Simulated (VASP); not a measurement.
The system is As.

```xyz
2
Lattice="1.8808 1.0859 3.5141 -1.8808 1.0859 3.5141 0.0000 -2.1718 3.5141" Properties=species:S:1:pos:R:3 pbc="T T T"
As    0.0000    0.0000    2.3825
As    0.0000    0.0000    8.1597
```

Base run:

```yaml
Program: VASP 6.6.1
Functional: PBE
Potentials_or_basis: VASP PAW PBE potentials, release 64 (As)
Cutoff: 520 eV
k_mesh: 9 × 9 × 9
Occupations: fermi-dirac, width 0.05 eV
Spin: no spin polarisation
```

Its results: band gap on the k mesh none (metal or under the smearing width); pressure 4.0 GPa; largest force 0.489 eV/Å.

Q: The run is repeated on the same cell with these changes: functional from PBE to PBEsol. What comes out?

A: Band gap on the k mesh none (metal or under the smearing width); pressure 0.7 GPa; largest force 0.440 eV/Å.

PBEsol binds more tightly than PBE, so the same cell stands under less pressure.

Caveats: the PAW data sets were made with another functional, which shifts forces and pressure a little (some runs).

Not every run made on this cell is shown here.
